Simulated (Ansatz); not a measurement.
# Titanium, simple cubic under r²SCAN: ground state and equation of state

What does r²SCAN give for titanium in the simple cubic structure? We relax it, solve it on a dense k-mesh, then scale the cell to 7 volumes from 88 to 112 % of the relaxed one and try a fit of the equation of state. The start is ferromagnetic. The k-meshes are 12×12×12 for the relaxation; 19×19×19 for the dense run; 19×19×19 for the volumes.

This is Ti in the simple cubic structure; at room conditions it is hcp.

Method: DFT r2SCAN, plane waves (500 eV) with PAW, scalar-relativistic; PAW files made under PBE, frozen cores solved again for the functional, in Ansatz 0.2.0.

## (1) Starting point

Symmetry: Pm-3m, No. 221, cubic system. Conventional cell: a = 2.672 Å, b = 2.672 Å, c = 2.672 Å, α = 90.00°, β = 90.00°, γ = 90.00°. Around Ti (site symmetry m-3m) lie 6 Ti at 2.67 Å.

Structure file:

```cif
data_structure
_symmetry_space_group_name_H-M 'Pm-3m'
_symmetry_Int_Tables_number 221
_cell_length_a 2.6717
_cell_length_b 2.6717
_cell_length_c 2.6717
_cell_angle_alpha 90.000
_cell_angle_beta 90.000
_cell_angle_gamma 90.000
_cell_volume 19.07
loop_
_atom_site_label
_atom_site_type_symbol
_atom_site_symmetry_multiplicity
_atom_site_Wyckoff_symbol
_atom_site_fract_x
_atom_site_fract_y
_atom_site_fract_z
_atom_site_occupancy
Ti1 Ti 1 a 0.00000 0.00000 0.00000 1
```

Starting moments (μB): +1.

## (2) Geometry optimisation

File input.yaml:

```yaml
crystal:
  lattice:
    - [2.6717143674, 0.0, 0.0]
    - [0.0, 2.6717143674, 0.0]
    - [0.0, 0.0, 2.6717143674]
  atoms:
    - { symbol: Ti, position: [0.0, 0.0, 0.0], spin: 1.0 }
hamiltonian:
  xc: r2scan
  pseudopotentials:
    kind: paw
    azcp:
      Ti: "pseudopotentials/Ti.paw.azcp"
basis:
  ecutwfc: 500
  fft_grid_basis: typed
kpoints:
  mp_grid: { grid: [12, 12, 12], shift: [0, 0, 0] }
magnetization:
  spin_polarized: true
scf:
  occupations: { method: fermi_dirac, width: 0.05 }
relax:
  max_steps: 60
  f_tol: 0.01
  cell: {}
```

The program printed:

```text
Warning: RAYON_NUM_THREADS=2 ignored (pool sized by the plan → 2); use --threads N
Engine: ansatz 0.2.0, x86_64-unknown-linux-gnu
Pseudopotentials: kind: paw
Pseudopotential: Ti, paw, valence charge 12, recommended cutoff 500 eV (meta_gga), <dir>
Functional definition: r2SCAN
  parameter k0 = 0.174
  parameter k1 = 0.065
  parameter a1 = 4.9479
  exchange = r2scan_x(k0 = k0, k1 = k1, a1 = a1)
  correlation = r2scan_c
Crystal: 1 atoms, lattice volume = 19.071 Å³
Basis set: ecut = 500 eV, 461 PW (Γ), exchange–correlation on 80×80×80 points (64 copies of the dense FFT grid, shifted against one another)
Bands: 11, of which v1, the nominal top of the filled ones, is band 6 counted from 1 (5 counted from 0)
Symmetry: 48 space group operations
Space group: Pm-3m (ITA 221), of the structure as read, at distance tolerance 2.7e-5 Å
Magnetic group: BNS 221.92 (UNI 1594), of the structure as read, at distance tolerance 2.7e-5 Å
k-points: 84 of 1728
Non-local potential: Ti, projectors of the file, l = 0: 3, l = 1: 2, l = 2: 3, l = 3: 1
PAW form: soft (Blöchl's): semilocal exchange-correlation on the pseudo side does not see the compensation charge
PAW frozen core: Ti, regenerated for the run's functional (the file was generated under x = pbe(κ = 0.804, μ = 0.2195149727645171), c = pbe(β = 0.06672455060314922))
PAW one-centre angular grid: Ti, 590 points (default); XC on 160 Gauss nodes
Initial density: superposition of atomic densities (chi_scale 0.1, normalization cell)
Starting moments: Σ|m| = 1 μB on 1 of 1 site
Initial wavefunctions: pseudopotential atomic-orbital guess
Functional: x = r2scan, c = r2scan; τ floored in thin density (d = 2e-4 eV/Å³)
SCF iter   1: F=—  HF=-2503.394836 eV  |F-HF|=—  |Δ(HF+E_count)|=         —  Δρ=3.50e-2 (↑3.50e-2 ↓1.23e-2)  dr2=3.72e-1  dr2_τ=3.15e-3  dr2_m=3.37e-2  M=1.016 μB ∫|m|=1.017 μB  β_m=1.00  ethr=3.10e-3  ⟨swp⟩=4.6  Hψ=9432  notcnv=0
Mixer restart at iter 1: flushing history
preconditioner: auto → none  [metal: Δε(μ)=0.018 eV  Ē_g=5.924 eV  σ=0.050 eV  W_gap=0.09  n_scr=6 (ndim 8)  ℏωp=17.0 eV  f_vac=0.000  D(μ)=1.53/eV (n_scr^D=18)  sad-step TF]
SCF iter   2: F=—  HF=-2503.423345 eV  |F-HF|=—  |Δ(HF+E_count)|=   2.85e-2  Δρ=1.68e-2 (↑1.41e-2 ↓1.68e-2)  dr2=1.34e-1  dr2_τ=1.04e-3  dr2_m=1.06e-2  M=1.159 μB ∫|m|=1.165 μB  β_m=1.00  ethr=3.10e-3  ⟨swp⟩=2.0  Hψ=3935  notcnv=0  defer=32  κ⁻¹=1.0e0(r=1)
SCF iter   3: F=—  HF=-2503.523542 eV  |F-HF|=—  |Δ(HF+E_count)|=         —  Δρ=1.86e-2 (↑1.86e-2 ↓1.48e-2)  dr2=7.22e-3  dr2_τ=2.79e-3  dr2_m=4.39e-2  M=1.561 μB ∫|m|=1.572 μB  β_m=1.00  ethr=1.12e-3  ⟨swp⟩=3.0  Hψ=3663  notcnv=0  defer=32
Mixer restart at iter 3: flushing history
SCF iter   4: F=—  HF=-2503.554031 eV  |F-HF|=—  |Δ(HF+E_count)|=   3.05e-2  Δρ=5.80e-3 (↑5.80e-3 ↓3.15e-3)  dr2=4.15e-3  dr2_τ=1.52e-4  dr2_m=7.00e-4  M=1.591 μB ∫|m|=1.604 μB  β_m=1.00  ethr=6.02e-5  ⟨swp⟩=2.4  Hψ=4105  notcnv=0  defer=26  κ⁻¹=1.0e0(r=1)
SCF iter   5: F=—  HF=-2503.576546 eV  |F-HF|=—  |Δ(HF+E_count)|=   2.25e-2  Δρ=3.36e-3 (↑3.36e-3 ↓2.73e-3)  dr2=2.40e-3  dr2_τ=5.62e-5  dr2_m=2.81e-5  M=1.599 μB ∫|m|=1.613 μB  β_m=1.00  ethr=3.46e-5  ⟨swp⟩=2.3  Hψ=3152  notcnv=0  defer=26  κ⁻¹=1.3e-2(r=2)
SCF iter   6: F=—  HF=-2503.600965 eV  |F-HF|=—  |Δ(HF+E_count)|=   2.44e-2  Δρ=1.72e-3 (↑8.96e-4 ↓1.72e-3)  dr2=5.23e-4  dr2_τ=9.30e-6  dr2_m=6.52e-5  M=1.598 μB ∫|m|=1.612 μB  β_m=1.00  ethr=2.00e-5  ⟨swp⟩=2.0  Hψ=3669  notcnv=0  defer=26  κ⁻¹=2.8e-3(r=3)
SCF iter   7: F=—  HF=-2503.605959 eV  |F-HF|=—  |Δ(HF+E_count)|=   4.99e-3  Δρ=5.31e-4 (↑5.31e-4 ↓4.75e-4)  dr2=6.36e-5  dr2_τ=1.92e-6  dr2_m=2.52e-6  M=1.589 μB ∫|m|=1.601 μB  β_m=1.00  ethr=4.35e-6  ⟨swp⟩=2.0  Hψ=3628  notcnv=0  defer=26  κ⁻¹=1.4e-4(r=4)
SCF iter   8: F=—  HF=-2503.606178 eV  |F-HF|=—  |Δ(HF+E_count)|=   2.19e-4  Δρ=1.86e-4 (↑1.21e-4 ↓1.86e-4)  dr2=2.41e-6  dr2_τ=2.68e-7  dr2_m=2.65e-6  M=1.589 μB ∫|m|=1.601 μB  β_m=1.00  ethr=5.30e-7  ⟨swp⟩=2.1  Hψ=2890  notcnv=0  defer=26  κ⁻¹=2.8e-5(r=5)
SCF iter   9: F=—  HF=-2503.606213 eV  |F-HF|=—  |Δ(HF+E_count)|=   3.55e-5  Δρ=4.21e-5 (↑3.34e-5 ↓4.21e-5)  dr2=3.06e-7  dr2_τ=2.00e-8  dr2_m=6.02e-8  M=1.590 μB ∫|m|=1.602 μB  β_m=1.00  ethr=2.01e-8  ⟨swp⟩=2.0  Hψ=2936  notcnv=0  defer=26  κ⁻¹=1.5e-5(r=6)
SCF iter  10: F=—  HF=-2503.606215 eV  |F-HF|=—  |Δ(HF+E_count)|=   1.51e-6  Δρ=1.42e-5 (↑1.42e-5 ↓1.31e-5)  dr2=6.72e-8  dr2_τ=2.72e-9  dr2_m=1.25e-9  M=1.591 μB ∫|m|=1.603 μB  β_m=1.00  ethr=2.55e-9  ⟨swp⟩=2.0  Hψ=2914  notcnv=0  defer=26  κ⁻¹=6.1e-7(r=7)
SCF iter  11: F=-2503.606215 eV  HF=-2503.606215 eV  |F-HF|=2.09e-8  |Δ(HF+E_count)|=   1.35e-7  Δρ=5.23e-6 (↑5.23e-6 ↓5.06e-6)  dr2=8.31e-9  dr2_τ=3.39e-10  dr2_m=1.07e-9  M=1.591 μB ∫|m|=1.603 μB  ethr=5.60e-10  ⟨swp⟩=1.6  Hψ=5649  notcnv=0
SCF 1 converged in 11 iterations: F = -2503.606215 eV  dr2 = 8.31e-9
relax step   1: F+E_penalty+E_count = -2503.60621499 eV  Δ(F+E_penalty+E_count) = +0.000e0 eV  max|allowed force component| = 0.000e0 eV/Å  Δτ_max = 0.0000 Å  P = +1.547 GPa  Ω = 19.071 Å³  (11 SCF iters, dr2 threshold 1.00e-7 eV, accepted)
Crystal: 1 atoms, lattice volume = 19.491 Å³
Basis set: ecut = 500 eV, 485 PW (Γ), exchange–correlation on 80×80×80 points (64 copies of the dense FFT grid, shifted against one another)
Initial density: handed on by an earlier stage of this run
Starting moments: Σ|m| = 1 μB on 1 of 1 site; this step starts from the density that it was given
Initial wavefunctions: those handed on with the density
iter 1 solved again at ethr=4.35e-6 eV; its pass at ethr=3.10e-3 eV (dr2=5.23e-4 eV) is discarded
SCF iter   1: F=—  HF=-2503.600355 eV  |F-HF|=—  |Δ(HF+E_count)|=         —  Δρ=1.86e-3 (↑1.86e-3 ↓2.72e-4)  dr2=6.50e-4  dr2_τ=8.23e-4  dr2_m=1.66e-4  M=1.601 μB ∫|m|=1.615 μB  β_m=1.00  ethr=4.35e-6  ⟨swp⟩=2.0  Hψ=13334  notcnv=0
preconditioner: auto → none  [metal: Δε(μ)=0.019 eV  Ē_g=5.684 eV  σ=0.050 eV  W_gap=0.09  n_scr=0 (ndim 8)  ℏωp=16.8 eV  f_vac=0.000  D(μ)=0.69/eV (n_scr^D=6)]
SCF iter   2: F=—  HF=-2503.606718 eV  |F-HF|=—  |Δ(HF+E_count)|=   6.36e-3  Δρ=3.59e-4 (↑3.51e-4 ↓3.59e-4)  dr2=2.52e-5  dr2_τ=3.31e-6  dr2_m=1.39e-5  M=1.601 μB ∫|m|=1.614 μB  β_m=1.00  ethr=4.35e-6  ⟨swp⟩=2.1  Hψ=3707  notcnv=0  κ⁻¹=1.0e0(r=1)
SCF iter   3: F=—  HF=-2503.606978 eV  |F-HF|=—  |Δ(HF+E_count)|=   2.60e-4  Δρ=2.16e-4 (↑2.16e-4 ↓1.39e-4)  dr2=8.54e-6  dr2_τ=5.26e-7  dr2_m=8.56e-7  M=1.601 μB ∫|m|=1.614 μB  β_m=1.00  ethr=2.10e-7  ⟨swp⟩=2.1  Hψ=2298  notcnv=0  κ⁻¹=2.0e-2(r=2)
SCF iter   4: F=—  HF=-2503.607208 eV  |F-HF|=—  |Δ(HF+E_count)|=   2.30e-4  Δρ=1.68e-4 (↑1.68e-4 ↓1.14e-4)  dr2=9.14e-6  dr2_τ=2.59e-7  dr2_m=2.17e-7  M=1.601 μB ∫|m|=1.613 μB  β_m=1.00  ethr=7.12e-8  ⟨swp⟩=2.4  Hψ=2587  notcnv=0  κ⁻¹=4.3e-4(r=3)
SCF iter   5: F=—  HF=-2503.607476 eV  |F-HF|=—  |Δ(HF+E_count)|=   2.68e-4  Δρ=1.18e-4 (↑1.18e-4 ↓6.50e-5)  dr2=5.74e-6  dr2_τ=8.64e-8  dr2_m=1.72e-7  M=1.600 μB ∫|m|=1.613 μB  β_m=1.00  ethr=7.12e-8  ⟨swp⟩=2.0  Hψ=2765  notcnv=0  κ⁻¹=5.9e-5(r=4)
SCF iter   6: F=—  HF=-2503.607684 eV  |F-HF|=—  |Δ(HF+E_count)|=   2.08e-4  Δρ=5.89e-5 (↑5.89e-5 ↓3.26e-5)  dr2=1.34e-6  dr2_τ=2.19e-8  dr2_m=6.93e-8  M=1.599 μB ∫|m|=1.612 μB  β_m=1.00  ethr=4.78e-8  ⟨swp⟩=2.0  Hψ=2930  notcnv=0  κ⁻¹=1.1e-5(r=5)
SCF iter   7: F=—  HF=-2503.607776 eV  |F-HF|=—  |Δ(HF+E_count)|=   9.19e-5  Δρ=1.37e-5 (↑1.37e-5 ↓1.14e-5)  dr2=8.61e-8  dr2_τ=1.57e-9  dr2_m=1.22e-9  M=1.599 μB ∫|m|=1.612 μB  β_m=1.00  ethr=1.11e-8  ⟨swp⟩=2.0  Hψ=2940  notcnv=0  κ⁻¹=3.1e-6(r=6)
SCF iter   8: F=—  HF=-2503.607786 eV  |F-HF|=—  |Δ(HF+E_count)|=   9.59e-6  Δρ=8.92e-6 (↑8.92e-6 ↓5.34e-6)  dr2=2.73e-8  dr2_τ=2.99e-10  dr2_m=1.70e-9  M=1.599 μB ∫|m|=1.612 μB  β_m=1.00  ethr=7.17e-10  ⟨swp⟩=2.3  Hψ=2989  notcnv=0  κ⁻¹=6.7e-7(r=7)
SCF iter   9: F=-2503.607787 eV  HF=-2503.607787 eV  |F-HF|=5.34e-9  |Δ(HF+E_count)|=   1.16e-6  Δρ=5.59e-6 (↑5.59e-6 ↓4.30e-6)  dr2=1.88e-8  dr2_τ=2.51e-10  dr2_m=2.93e-10  M=1.598 μB ∫|m|=1.611 μB  ethr=2.27e-10  ⟨swp⟩=1.9  Hψ=5861  notcnv=0
SCF 2 converged in 9 iterations: F = -2503.607787 eV  dr2 = 1.88e-8
relax step   2: F+E_penalty+E_count = -2503.60778677 eV  Δ(F+E_penalty+E_count) = -1.572e-3 eV  max|allowed force component| = 0.000e0 eV/Å  Δτ_max = 0.0000 Å  P = -0.109 GPa  Ω = 19.491 Å³  energy of the carried Pulay correction = -2.746e-4 eV  (9 SCF iters, dr2 threshold 1.00e-7 eV, accepted)
Crystal: 1 atoms, lattice volume = 19.463 Å³
iter 1 solved again at ethr=1.75e-8 eV; its pass at ethr=3.10e-3 eV (dr2=2.10e-6 eV) is discarded
SCF iter   1: F=—  HF=-2503.607780 eV  |F-HF|=—  |Δ(HF+E_count)|=         —  Δρ=1.23e-4 (↑1.23e-4 ↓1.71e-5)  dr2=2.76e-6  dr2_τ=3.62e-6  dr2_m=7.44e-7  M=1.598 μB ∫|m|=1.611 μB  β_m=1.00  ethr=1.75e-8  ⟨swp⟩=2.0  Hψ=11977  notcnv=0
preconditioner: auto → none  [metal: Δε(μ)=0.020 eV  Ē_g=5.717 eV  σ=0.050 eV  W_gap=0.10  n_scr=0 (ndim 8)  ℏωp=16.8 eV  f_vac=0.000  D(μ)=0.68/eV (n_scr^D=6)]
SCF iter   2: F=—  HF=-2503.607810 eV  |F-HF|=—  |Δ(HF+E_count)|=   2.96e-5  Δρ=2.37e-5 (↑2.33e-5 ↓2.37e-5)  dr2=1.07e-7  dr2_τ=1.47e-8  dr2_m=5.69e-8  M=1.598 μB ∫|m|=1.611 μB  β_m=1.00  ethr=1.75e-8  ⟨swp⟩=2.1  Hψ=2947  notcnv=0  κ⁻¹=1.0e0(r=1)
SCF iter   3: F=—  HF=-2503.607811 eV  |F-HF|=—  |Δ(HF+E_count)|=   1.30e-6  Δρ=1.52e-5 (↑1.52e-5 ↓9.91e-6)  dr2=4.24e-8  dr2_τ=2.76e-9  dr2_m=3.96e-9  M=1.598 μB ∫|m|=1.611 μB  β_m=1.00  ethr=8.93e-10  ⟨swp⟩=2.1  Hψ=2307  notcnv=0  κ⁻¹=2.0e-2(r=2)
SCF iter   4: F=—  HF=-2503.607812 eV  |F-HF|=—  |Δ(HF+E_count)|=   1.08e-6  Δρ=1.20e-5 (↑1.20e-5 ↓8.25e-6)  dr2=4.67e-8  dr2_τ=1.43e-9  dr2_m=1.07e-9  M=1.598 μB ∫|m|=1.611 μB  β_m=1.00  ethr=3.53e-10  ⟨swp⟩=2.3  Hψ=2511  notcnv=0  κ⁻¹=4.0e-4(r=3)
SCF iter   5: F=—  HF=-2503.607814 eV  |F-HF|=—  |Δ(HF+E_count)|=   1.42e-6  Δρ=8.08e-6 (↑8.08e-6 ↓4.61e-6)  dr2=2.77e-8  dr2_τ=4.32e-10  dr2_m=7.89e-10  M=1.598 μB ∫|m|=1.611 μB  β_m=1.00  ethr=3.53e-10  ⟨swp⟩=2.0  Hψ=2788  notcnv=0  κ⁻¹=5.4e-5(r=4)
SCF iter   6: F=—  HF=-2503.607815 eV  |F-HF|=—  |Δ(HF+E_count)|=   9.65e-7  Δρ=4.03e-6 (↑4.03e-6 ↓2.31e-6)  dr2=6.25e-9  dr2_τ=1.10e-10  dr2_m=3.27e-10  M=1.598 μB ∫|m|=1.611 μB  β_m=1.00  ethr=2.31e-10  ⟨swp⟩=2.0  Hψ=2930  notcnv=0  κ⁻¹=1.4e-5(r=5)
SCF iter   7: F=—  HF=-2503.607815 eV  |F-HF|=—  |Δ(HF+E_count)|=   4.23e-7  Δρ=9.24e-7 (↑9.24e-7 ↓7.32e-7)  dr2=3.79e-10  dr2_τ=7.12e-12  dr2_m=6.48e-12  M=1.598 μB ∫|m|=1.611 μB  β_m=1.00  ethr=5.21e-11  ⟨swp⟩=2.0  Hψ=2937  notcnv=0  κ⁻¹=3.2e-6(r=6)
SCF iter   8: F=-2503.607815 eV  HF=-2503.607815 eV  |F-HF|=2.07e-9  |Δ(HF+E_count)|=   4.82e-8  Δρ=2.54e-6 (↑2.54e-6 ↓1.22e-6)  dr2=3.11e-9  dr2_τ=1.66e-11  dr2_m=1.08e-10  M=1.598 μB ∫|m|=1.611 μB  ethr=3.16e-12  ⟨swp⟩=1.2  Hψ=5536  notcnv=0
SCF 3 converged in 8 iterations: F = -2503.607815 eV  dr2 = 3.11e-9
relax step   3: F+E_penalty+E_count = -2503.60781507 eV  Δ(F+E_penalty+E_count) = -2.829e-5 eV  max|allowed force component| = 0.000e0 eV/Å  Δτ_max = 0.0000 Å  P = -0.003 GPa  Ω = 19.463 Å³  energy of the carried Pulay correction = -2.563e-4 eV  (8 SCF iters, dr2 threshold 2.99e-8 eV, accepted)
Initial wavefunctions: pseudopotential atomic-orbital guess (no wavefunctions were taken with the density)
iter 1 solved again at ethr=2.54e-9 eV; its pass at ethr=3.10e-3 eV (dr2=3.05e-7 eV) is discarded
SCF iter   1: F=—  HF=-2503.608077 eV  |F-HF|=—  |Δ(HF+E_count)|=         —  Δρ=3.63e-5 (↑3.30e-5 ↓3.63e-5)  dr2=1.38e-7  dr2_τ=1.82e-7  dr2_m=1.09e-8  M=1.598 μB ∫|m|=1.611 μB  β_m=1.00  ethr=2.54e-9  ⟨swp⟩=2.9  Hψ=15279  notcnv=0
preconditioner: auto → none  [metal: Δε(μ)=0.020 eV  Ē_g=5.715 eV  σ=0.050 eV  W_gap=0.10  n_scr=0 (ndim 8)  ℏωp=16.8 eV  f_vac=0.000  D(μ)=0.68/eV (n_scr^D=6)]
SCF iter   2: F=—  HF=-2503.608080 eV  |F-HF|=—  |Δ(HF+E_count)|=   2.32e-6  Δρ=2.31e-5 (↑2.30e-5 ↓2.31e-5)  dr2=3.72e-8  dr2_τ=2.15e-8  dr2_m=1.92e-10  M=1.598 μB ∫|m|=1.611 μB  β_m=1.00  ethr=1.15e-9  ⟨swp⟩=2.5  Hψ=2599  notcnv=0  κ⁻¹=1.0e0(r=1)
SCF iter   3: F=—  HF=-2503.608080 eV  |F-HF|=—  |Δ(HF+E_count)|=   8.49e-7  Δρ=1.42e-5 (↑1.42e-5 ↓1.42e-5)  dr2=1.20e-8  dr2_τ=8.20e-9  dr2_m=5.24e-12  M=1.598 μB ∫|m|=1.611 μB  β_m=1.00  ethr=3.10e-10  ⟨swp⟩=1.6  Hψ=2011  notcnv=0  κ⁻¹=4.2e-2(r=2)
SCF iter   4: F=—  HF=-2503.608081 eV  |F-HF|=—  |Δ(HF+E_count)|=   5.26e-7  Δρ=3.30e-6 (↑3.30e-6 ↓3.06e-6)  dr2=1.54e-9  dr2_τ=4.25e-10  dr2_m=3.91e-11  M=1.598 μB ∫|m|=1.611 μB  β_m=1.00  ethr=1.00e-10  ⟨swp⟩=2.4  Hψ=2877  notcnv=0  κ⁻¹=1.7e-3(r=3)
SCF iter   5: F=—  HF=-2503.608081 eV  |F-HF|=—  |Δ(HF+E_count)|=   3.13e-8  Δρ=1.07e-6 (↑1.02e-6 ↓1.07e-6)  dr2=3.92e-10  dr2_τ=4.32e-11  dr2_m=1.35e-12  M=1.598 μB ∫|m|=1.611 μB  β_m=1.00  ethr=1.28e-11  ⟨swp⟩=2.0  Hψ=2875  notcnv=0  κ⁻¹=6.1e-4(r=4)
SCF iter   6: F=—  HF=-2503.608081 eV  |F-HF|=—  |Δ(HF+E_count)|=   5.51e-9  Δρ=4.76e-7 (↑3.92e-7 ↓4.76e-7)  dr2=6.24e-11  dr2_τ=4.11e-12  dr2_m=4.02e-12  M=1.598 μB ∫|m|=1.611 μB  β_m=1.00  ethr=3.27e-12  ⟨swp⟩=2.0  Hψ=2779  notcnv=0  κ⁻¹=9.4e-5(r=5)
SCF iter   7: F=—  HF=-2503.608081 eV  |F-HF|=—  |Δ(HF+E_count)|=   1.61e-9  Δρ=1.17e-7 (↑1.17e-7 ↓6.76e-8)  dr2=4.04e-12  dr2_τ=4.84e-14  dr2_m=2.84e-13  M=1.598 μB ∫|m|=1.611 μB  β_m=1.00  ethr=1.00e-12  ⟨swp⟩=2.0  Hψ=2880  notcnv=0  κ⁻¹=3.5e-6(r=6)
SCF iter   8: F=—  HF=-2503.608081 eV  |F-HF|=—  |Δ(HF+E_count)|=  1.60e-10  Δρ=6.23e-8 (↑6.23e-8 ↓5.04e-8)  dr2=1.36e-12  dr2_τ=1.97e-14  dr2_m=2.21e-14  M=1.598 μB ∫|m|=1.611 μB  β_m=1.00  ethr=1.00e-12  ⟨swp⟩=1.4  Hψ=1953  notcnv=0  κ⁻¹=4.3e-7(r=7)
SCF iter   9: F=—  HF=-2503.608081 eV  |F-HF|=—  |Δ(HF+E_count)|=  7.50e-11  Δρ=2.79e-8 (↑2.14e-8 ↓2.79e-8)  dr2=2.12e-13  dr2_τ=6.29e-15  dr2_m=8.95e-15  M=1.598 μB ∫|m|=1.611 μB  β_m=1.00  ethr=1.00e-12  ⟨swp⟩=1.3  Hψ=1920  notcnv=0  κ⁻¹=2.6e-7(r=8)
SCF iter  10: F=-2503.608081 eV  HF=-2503.608081 eV  |F-HF|=9.09e-13  |Δ(HF+E_count)|=  1.14e-11  Δρ=7.65e-9 (↑7.65e-9 ↓6.60e-9)  dr2=1.35e-14  dr2_τ=9.94e-16  dr2_m=1.32e-15  M=1.598 μB ∫|m|=1.611 μB  ethr=1.00e-12  ⟨swp⟩=3.3  Hψ=6464  notcnv=0
SCF 4 converged in 10 iterations: F = -2503.608081 eV  dr2 = 1.35e-14
relax step   4: F+E_penalty+E_count = -2503.60808093 eV  Δ(F+E_penalty+E_count) = -2.659e-4 eV  max|allowed force component| = 0.000e0 eV/Å  Δτ_max = 0.0000 Å  P = +0.006 GPa  Ω = 19.463 Å³  stress off target by 5.72e-3 GPa  SCF on the basis re-selected at this cell (its energy is not comparable with the rows above)  (10 SCF iters)
basis re-selected at this cell: Δ(F+E_penalty+E_count) = -2.659e-4 eV, ΔP = +0.009 GPa vs the last step (what re-selecting the basis moved, of the pressure what is left beyond the Pulay correction that the steps carried, after the strain that the cell walked since its last selection, with what the two solves' SCF thresholds leave and, on support functions, any second-order correction that the steps lacked; it is no measure of the basis error at this ecutwfc). This SCF's stress stands 5.72e-3 GPa from its target on what of the cell is left free (relax.cell.stress_tol is 5.00e-2 GPa) and its largest allowed force component is 0.00e0 eV/Å (relax.f_tol is 1.00e-2 eV/Å): within both
SCF converged after 10 iterations
Stability not checked: this state was not tested for a lower state beside it, because the mixer in use, unlike msr1, does not test its closes by its own steps (another_mixer; see scf.mixing.algorithm and scf.lower_state_search)
Magnetization: 1.5979 μB (6.7990 up, 5.2010 down)
Absolute magnetization: 1.6108 μB (∫|ρ↑−ρ↓|, with the PAW one-centre terms)
Spin contamination: 0.0049 ħ² per cell (⟨S²⟩ above its minimum at these occupations)
Per-site moments (μB) at R_I (Å): [(1.2336119226835824, 1.1095760549320366)]
Free energy (F): -2503.608081 eV
Harris-Foulkes:  -2503.608081 eV  (|F-HF|=9.09e-13)
Internal energy: -2503.602353 eV  (E = F + TS)
E sigma→0 (E₀):  -2503.605217 eV
Entropy (-TS):   -0.005728 eV (-5.728 meV/atom)
Fermi energy:    11.957206 eV
--- Per-component energies (eV) ---
  E_band       = -189.802895
  E_kinetic    = 273.294613
  E_local      = -917.087704  (includes V_loc(G=0)·N_el)
  E_nonlocal   = 10.070543
  E_hartree    = 374.850429
  E_xc         = -92.522606
  E_vxc        = -132.590351  (∫ρ·V_xc dr)
  E_paw        = -1058.360458  (= ΣΔE_a)
  E_vpaw       = -182.598832  (= ΣTr[D̂ρ^β])
  E_aug_tail   = 0.000101  (compensation charges beyond the density's cutoff)
  E_vtau       = 9.407873  (kinetic-family band-sum trace: ∫τ·v_τ [+ j·A + Jᵃ·Aᵃ] dr)
  E_ewald      = -1093.593815
  E_core_change = -0.253457  (= ΣΔE_core)
  E_smearing   = -0.005728  (= −TS)
  E_closure    = 0.000000  (closes the sum)
  Σ components = -2503.608081   (vs F -2503.608081, Δ=0.00e0)
--- Forces (eV/Å), atoms counted from 1 ---
  atom   1  Ti     0.00000000    -0.00000000    -0.00000000
  max |Σ_I F_I| component: 4.11e-33 eV/Å
--- Stress (GPa, compression-positive) ---
        0.005720      -0.000000      -0.000000
       -0.000000       0.005720       0.000000
       -0.000000       0.000000       0.005720
  P = ⅓ Tr σ = 0.0057 GPa (0.057 kbar)
--- Relaxed structure (3 steps of the walk, 3 accepted, 1 SCFs on fresh bases) ---
  F+E_penalty+E_count = -2503.60808093 eV   max|allowed force component| = 0.000e0 eV/Å   (the final SCF, on the basis selected at the relaxed cell)
  cell:  # Å, volume = 19.4625 Å³
    - [2.689881345289786, -8.024708101613482e-35, 6.419766481290786e-35]
    - [-8.024708101613482e-35, 2.689881345289786, 0.0]
    - [6.419766481290786e-35, 0.0, 2.689881345289786]
  atoms:
    - { symbol: Ti, position: [0.0, 0.0, 0.0] }
```

Wall time 6.3 s (2 threads of an x86-64 CPU, shared host); peak memory 0.41 GiB.

The walk, from the log:

```
step  energy change (meV/atom)  largest force (eV/Å)  pressure (GPa)  volume (Å³/atom)
   1                      0.00                0.0000            1.55            19.071
   2                     -1.57                0.0000           -0.11            19.491
   3                     -1.60                0.0000            0.00            19.463
   4                     -1.87                0.0000            0.01            19.463
```

Steps that repeat a cell are solved on a basis chosen anew, so their changes of energy are no gain of the relaxation.

Changes in the cell that was computed:

|  | before | after | change |
| --- | --- | --- | --- |
| a (Å) | 2.672 | 2.690 | +0.7 % |
| b (Å) | 2.672 | 2.690 | +0.7 % |
| c (Å) | 2.672 | 2.690 | +0.7 % |
| volume (Å³/atom) | 19.071 | 19.463 | +2.1 % |
| shortest distance (Å) | 2.672 | 2.690 | +0.7 % |
| space group (spins left aside) | Pm-3m | Pm-3m | same |

[end of part 1 of 3]
